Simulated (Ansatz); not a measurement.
**ZrB2: changing the functional**

```
CELL_PARAMETERS angstrom
3.17000 0.00000 0.00000
-1.58500 2.74530 0.00000
0.00000 0.00000 3.53300
ATOMIC_POSITIONS crystal
Zr 0.00000 0.00000 0.00000
B 0.66667 0.33333 0.50000
B 0.33333 0.66667 0.50000
```

Kept alike: task equation of state; k mesh 10 × 10 × 8; occupations fermi-dirac, width 0.05 eV; no spin polarisation. Program: Ansatz, Ansatz PAW. Cutoffs run from 420 to 500 eV. The mesh is that of the run's cell of 3 atoms. No spin-orbit coupling.

| functional | volume (Å³/atom) | bulk modulus (GPa) |
| --- | --- | --- |
| LDA | 9.886 | 261.3 |
| PBE | 10.283 | 239.0 |
| r2SCAN | 10.282 | 243.5 |

Volume and modulus come from cells scaled at fixed shape and fractions; off cubic symmetry such a modulus can lie above the relaxed one. All rows use potentials made for PBE.

The volume runs from 9.886 (LDA) to 10.283 Å³/atom (PBE). From PBE: LDA -0.397; r2SCAN -0.001. The bulk modulus runs from 239.0 (PBE) to 261.3 GPa (LDA). From PBE: LDA +22.3; r2SCAN +4.5.
